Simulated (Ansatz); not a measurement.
## Is this CaF stable against decomposition?

These are results of DFT PBE, scalar-relativistic, plane waves, PAW (Ansatz), not measurements. Settings: cutoff 420 eV, Γ-centred meshes spaced at most about 0.3 Å⁻¹, and about 0.25 Å⁻¹ or finer for metals (2π included), Gaussian smearing. No spin polarisation.

The zero of energy is the elements' standard structures at the same level (F₂ as a molecule); no fitted shifts are applied.

All energies are static (0 K, no zero-point motion). In CaF Fm-3m an odd number of electrons in the primitive cell allows no gap without spin; a larger cell or a magnetic state could open one. A magnetic state wasn't ruled out in cells without spin, among them CaF Fm-3m.

The competitors are the elements and 1 reference phase of this chemical system (from databases or known types: CaF2), relaxed at the same level; other known phases may be missing.

The candidate was reached from: close-packed anion layers stacked A, repeated with a shift to B, changed on relaxing.

```
CELL_PARAMETERS angstrom
0.00000 2.65670 2.65670
2.65670 0.00000 2.65670
2.65670 2.65670 0.00000
ATOMIC_POSITIONS crystal
Ca 0.50000 0.50000 0.50000
F 0.00000 0.00000 0.00000
```

Question: Is it stable, and against what?

Answer: Not stable. Its formation energy is -2.292 eV/atom. The lowest competing mixture at this composition is this:

```
phase      space group             source  share of atoms  ΔE_f (eV/atom)
   Ca                -            element          0.2500           0.000
 CaF2  Fm-3m (No. 225)  Materials Project          0.7500          -3.921
```

The mixture lies at -2.941 eV/atom, and the candidate lies 0.65 eV/atom above it. The candidate matches no cell in the subsets of the Crystallography Open Database and the Materials Project at hand. The margin is far too high for a likely synthesis. It has the rock salt type.
